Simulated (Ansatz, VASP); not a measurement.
# MgI2: VASP beside Ansatz

Contents of INCAR:

```
PREC = Accurate
ENCUT = 520
EDIFF = 1E-6
ISMEAR = 0
SIGMA = 0.05
LREAL = False
LASPH = True
NELM = 80
ALGO = Normal
ISIF = 2
LWAVE = False
LCHARG = False
GGA = PE
NBANDS = 15
```

File KPOINTS:

```
Automatic mesh
0
Gamma
  6 6 4
```

The input POSCAR:

```
MgI2
1.0
    4.1154617896      0.0000000000      0.0000000000
   -2.0577308948      3.5640944581      0.0000000000
    0.0000000000      0.0000000000      7.6413829923
Mg I
1 2
Direct
    0.0000000000      0.0000000000      0.0000000000
    0.3333333333      0.6666666667      0.7820264016
    0.6666666667      0.3333333333      0.2179735984
```

Input for Ansatz:

```yaml
crystal:
  lattice:
    - [4.1154617896, 0.0, 0.0]
    - [-2.0577308948, 3.5640944581, 0.0]
    - [0.0, 0.0, 7.6413829923]
  atoms:
    - { symbol: Mg, position: [0.0, 0.0, 0.0] }
    - { symbol: I, position: [0.3333333333, 0.6666666667, 0.7820264016] }
    - { symbol: I, position: [0.6666666667, 0.3333333333, 0.2179735984] }
basis:
  ecutwfc: 520.0
kpoints:
  mp_grid: { grid: [6, 6, 4] }
hamiltonian:
  xc: pbe
scf:
  occupations: { method: gaussian, width: 0.05 }
output:
  forces: true
  stress: true
  eigenvalues: true
```

Alike in both runs: task single point; functional PBE; k mesh 6 × 6 × 4; occupations gaussian, width 0.05 eV; no spin polarisation.

```csv
,VASP,Ansatz
version,VASP 6.6.1,Ansatz 0.2.0
potentials or method,"VASP PAW PBE potentials, release 64 (Mg, I)","scalar-relativistic, plane waves, PAW"
plane-wave cutoff (eV),520,520
valence electrons in the cell,16,44
```

Ansatz gave:

```
gap on the k mesh at the Fermi level (eV)       : 3.63
least direct gap on the mesh (eV)               : 3.87
pressure (GPa)                                  : 1.4
largest component of the traceless stress (GPa) : 0.40
rms of the force components (eV/Å)              : 0.091
```

**Question.** What did VASP give for the same quantities?

**Answer.** gap on the k mesh at the Fermi level (eV): 3.61; least direct gap on the mesh (eV): 3.86; pressure (GPa): 1.3; largest component of the traceless stress (GPa): 0.39; rms of the force components (eV/Å): 0.087.

Atom by atom the forces differ by 0.005 eV/Å (rms over components). The two sets of potentials don't hold the same shells in valence.

Caveats: spin-orbit coupling is left out, which moves the levels of the heavy elements; this functional lacks dispersion, which binds the layers, so the pressure and a relaxed spacing across them are unreliable. A k mesh can miss the band edges.
